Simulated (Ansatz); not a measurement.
Write the native input for Ansatz 0.2.0 that does the following.

| Property | Result |
| --- | --- |
| Task | band structure |
| Functional | PBE |
| Potentials or basis | all-electron LAPW, scalar-relativistic |
| Cutoff | 369 eV (chosen from the basis error) |
| Basis error allowed | 0.001 eV/atom |
| k mesh | 12 × 12 × 12 |
| Occupations | fermi-dirac, width 0.05 eV |
| Spin | collinear spin, ferromagnetic start |
| Starting moments | [2.0, 0.0] μB |

The system is CoO.

```
Co O
1.0
    -1.50800    1.50800    2.10725
     1.50800   -1.50800    2.10725
     1.50800    1.50800   -2.10725
Co O
1 1
Direct
  0.00000 0.00000 0.00000
  0.50000 0.50000 0.00000
```

These files were run (other wordings do the same):

input.yaml

```yaml
crystal:
  lattice:
    - [-1.508, 1.508, 2.1072475377]
    - [1.508, -1.508, 2.1072475377]
    - [1.508, 1.508, -2.1072475377]
  atoms:
    - { symbol: Co, position: [0.0, 0.0, 0.0], spin: 2.0 }
    - { symbol: O, position: [0.5, 0.5, 0.0] }
kpoints:
  mp_grid: { grid: [12, 12, 12] }
  band_path:
    path:
      - [0.0, 0.0, 0.0]
      - [0.0, 0.0, 0.5]
      - [-0.2560599034, 0.2560599034, 0.5]
      - [-0.3780299517, 0.3780299517, 0.3780299517]
      - [0.0, 0.0, 0.0]
      - [0.5, 0.5, -0.5]
      - [0.3780299517, 0.6219700483, -0.3780299517]
      - [0.0, 0.5, 0.0]
    npoints: 8
scf:
  occupations: { method: fermi_dirac, width: 0.05 }
hamiltonian:
  xc: pbe
  pseudopotentials: { kind: all_electron, lapw: { basis_error: 0.001 } }
magnetization:
  spin_polarized: true
output:
  forces: true
  stress: true
  eigenvalues: true
```

Potentials or basis: all-electron LAPW, scalar-relativistic.

Command:

```bash
$ ansatz run input.yaml --threads 2 --pin off --max-ram 6144MiB --backend cpu --events-out ev --progress --plain --runs-dir out
```

Results of the run:

* Pressure: 0.0 GPa
* Band gap along the path: none (metal or under the smearing width)
* Net moment: 2.91 μB per cell
* Absolute moment: 2.93 μB per cell
* Site moments: Co +2.58; O +0.31 μB

Caveat: a cell with one magnetic atom can't hold antiferromagnetic order, which such compounds often take; semilocal functionals often make such compounds metallic where correlation or magnetic order opens a gap, which also shifts bond lengths.

Wall time 87 s on 2 threads of Intel(R) Xeon(R) Processor @ 2.50GHz (Skylake/Cascade Lake) (shared host), peak memory 0.72 GiB.
